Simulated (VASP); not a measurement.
**KCl (Sylvite): elastic constants with PBEsol**

Crystal: KCl (Sylvite).

```
K Cl
1.0
     0.00000    3.12700    3.12700
     3.12700    0.00000    3.12700
     3.12700    3.12700    0.00000
K Cl
1 1
Direct
  0.00000 0.00000 0.00000
  0.50000 0.50000 0.50000
```

```
Program                   : VASP 6.6.1
Task                      : elastic constants
Functional                : PBEsol
Potentials or basis       : VASP PAW PBE potentials, release 64 (K_sv, Cl)
Cutoff                    : 600 eV
k mesh                    : 8 × 8 × 8
Occupations               : gaussian, width 0.03 eV
Spin                      : no spin polarisation
Ions in elastic constants : relaxed
Further INCAR settings    : ALGO = Normal; EDIFF = 1e-08; IBRION = 6; POTIM = 0.015; NSW = 1; ISIF = 3
```

```yaml
Elastic_constants_C11_C12_C44: 43, 6, 6 GPa
Voigt_bulk_modulus: 19 GPa
Highest_phonon_frequency_at_Γ_LO-TO_splitting_left_out: 138 cm⁻¹
```

Phonon frequencies in cm⁻¹ (negative: imaginary):
```tsv
q point	frequencies
(0.000, 0.000, 0.000)	0 0 0 138 138 138
```

Elastic tensor in Voigt notation (GPa, in the Cartesian axes of the cell as first typed):
```
43  6  6  0  0  0
 6 43  6  0  0  0
 6  6 43  0  0  0
 0  0  0  6  0  0
 0  0  0  0  6  0
 0  0  0  0  0  6
```

Clamped-ion elastic tensor (GPa):
```
43  6  6  0  0  0
 6 43  6  0  0  0
 6  6 43  0  0  0
 0  0  0  6  0  0
 0  0  0  0  6  0
 0  0  0  0  0  6
```

It took 9.3 min on 1 thread of AMD EPYC 9R45 96-Core Processor (Zen 5), with other jobs on the host, peak memory 0.36 GiB.

Caveat: the PAW data sets were made with another functional, which shifts forces and pressure a little.
